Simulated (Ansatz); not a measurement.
# BaTiO3: the cost of one run

Method: DFT PBE+U, scalar-relativistic, plane waves, PAW, in Ansatz 0.2.0.

2 further runs of the same task are left out: 2 set aside as unsound or not needed. Runs told in other sessions of the task aren't counted.

## 1. The system as given

Symmetry: R3m, No. 160, trigonal system. The conventional cell has a = 5.721 Å, b = 5.721 Å, c = 7.038 Å, α = 90.00°, β = 90.00°, γ = 120.00°. Ba (site symmetry 3m) is surrounded by 12 O at 2.80 to 2.94 Å. Around Ti (site symmetry 3m) lie 6 O at 1.91 to 2.15 Å. O (site symmetry m) is surrounded by 2 Ti at 1.91 to 2.15 Å and 1 Ba at 2.80 Å.

Structure file:

```
Ba Ti O
1.0
     2.86037    1.65144    2.34605
    -2.86037    1.65144    2.34605
     0.00000   -6.60575    4.69211
Ba Ti O
2 2 6
Direct
  0.00268 0.00268 0.00134
  0.00268 0.00268 0.50134
  0.51280 0.51280 0.25640
  0.51280 0.51280 0.75640
  0.49032 0.49032 0.49129
  0.49032 0.49032 0.99129
  0.49032 0.98258 0.24516
  0.49032 0.98258 0.74516
  0.98258 0.49032 0.24516
  0.98258 0.49032 0.74516
```

It is built from the cell relaxed beforehand with the same method (13.30 Å³/atom).

## 2. The reference cell

The cell is repeated 2 times, 10 atoms in all. The reference gives a free energy of -20312.2633 eV, pressure 0.01 GPa, largest force 0.001 eV/Å and gap on the mesh 2.65 eV. It was computed beforehand with the settings of the runs below.

## 3. Setting up freezing in a mode

Mode 26 of the phonon run on this cell, counted from the lowest, is frozen in: each atom moves by x times its row below, so x is the largest displacement.

```
atom      ux      uy      uz
 Ba1  -0.001   0.013   0.000
 Ba2  -0.001   0.013   0.000
 Ti3   0.006  -0.092   0.000
 Ti4   0.006  -0.092   0.000
  O5  -0.041  -0.565   0.824
  O6  -0.041  -0.565   0.824
  O7   0.552   0.332  -0.455
  O8   0.552   0.332  -0.455
  O9  -0.521   0.397  -0.369
 O10  -0.521   0.397  -0.369
```

## 4. Point x = -0.200 Å

The input, input.yaml:

```yaml
crystal:
  lattice:
    - [2.8603720851, 1.6514365933, 2.3460535783]
    - [-2.8603720851, 1.6514365933, 2.3460535783]
    - [0.0, -6.6057463733, 4.6921071566]
  atoms:
    - { symbol: Ba, position: [0.002446051, 0.0023916143, 0.0016014627] }
    - { symbol: Ba, position: [0.002446051, 0.0023916143, 0.5016014627] }
    - { symbol: Ti, position: [0.514453143, 0.5148404733, 0.2545378579] }
    - { symbol: Ti, position: [0.514453143, 0.5148404733, 0.7545378579] }
    - { symbol: O, position: [0.4797405009, 0.4769049298, 0.4681709171] }
    - { symbol: O, position: [0.4797405009, 0.4769049298, 0.9681709171] }
    - { symbol: O, position: [0.477269578, 1.0080856341, 0.2583420923] }
    - { symbol: O, position: [0.477269578, 1.0080856341, 0.7583420923] }
    - { symbol: O, position: [1.0032706653, 0.4745985926, 0.25842335] }
    - { symbol: O, position: [1.0032706653, 0.4745985926, 0.75842335] }
basis:
  ecutwfc: 420
kpoints:
  mp_grid: { grid: [6, 6, 4] }
hamiltonian:
  xc: pbe
  hubbard: { sites: [{ species: Ti, l: d, u_eff: 4.0 }] }
scf:
  occupations: { method: gaussian, width: 0.05 }
output:
  forces: true
  stress: true
  eigenvalues: true
```

On the command line:

```console
> ansatz run input.yaml --threads 2 --pin off --max-ram 5120MiB --backend cpu --events-out ev --progress --plain --runs-dir out
```

Q: Estimate wall time and peak memory on 2 threads of Arm Neoverse V1, shared host.

About 47 s, with a peak of 0.88 GiB.
